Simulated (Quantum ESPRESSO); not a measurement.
A run of Quantum ESPRESSO 7.5 is set up as follows.

pw.in

```
&CONTROL
  calculation = 'scf'
  prefix = 'pwscf'
  outdir = './tmp'
  pseudo_dir = './pseudo'
  tprnfor = .true.
  tstress = .true.
  disk_io = 'low'
/
&SYSTEM
  ibrav = 0
  nat = 2
  ntyp = 2
  ecutwfc = 45
  ecutrho = 360
  nbnd = 9
  occupations = 'smearing'
  smearing = 'fd'
  degauss = 0.00367493
/
&ELECTRONS
  conv_thr = 4d-10
  electron_maxstep = 120
  mixing_beta = 0.5
/
ATOMIC_SPECIES
Al    26.9815 al_pbesol_v1.uspp.F.UPF
N     14.0070 n_pbesol_v1.2.uspp.F.UPF
CELL_PARAMETERS angstrom
   0.0000000000    2.1839935596    2.1839935596
   2.1839935596    0.0000000000    2.1839935596
   2.1839935596    2.1839935596    0.0000000000
ATOMIC_POSITIONS crystal
Al     0.0000000000    0.0000000000    0.0000000000
N      0.2500000000    0.2500000000    0.2500000000
K_POINTS automatic
10 10 10 0 0 0
```

The input pp_density.in:

```
&INPUTPP
  prefix = 'pwscf'
  outdir = './tmp'
  filplot = 'density.dat'
  plot_num = 0
/
&PLOT
  nfile = 1
  filepp(1) = 'density.dat'
  iflag = 3
  output_format = 6
  fileout = 'density.cube'
/
```

File pp_potential.in:

```
&INPUTPP
  prefix = 'pwscf'
  outdir = './tmp'
  filplot = 'potential.dat'
  plot_num = 11
/
&PLOT
  nfile = 1
  filepp(1) = 'potential.dat'
  iflag = 3
  output_format = 6
  fileout = 'potential.cube'
/
```

Potentials or basis: GBRV 1.5 PBEsol.

The run is started by

```bash
$ OMP_NUM_THREADS=1 mpirun -n 2 pw.x -nk 2 -in pw.in > pw.out
$ OMP_NUM_THREADS=1 mpirun -n 1 pp.x -in pp_density.in > pp_density.out
$ OMP_NUM_THREADS=1 mpirun -n 1 pp.x -in pp_potential.in > pp_potential.out
```

Q: What does it give for the band gap on the k mesh?

A: 3.18 eV, indirect (least direct gap 4.10 eV).

Q: What does it give for the pressure?

A: 1.7 GPa.

A k mesh can miss the band edges. Expect the measured gap to be larger: semilocal functionals such as PBEsol lack the derivative discontinuity.
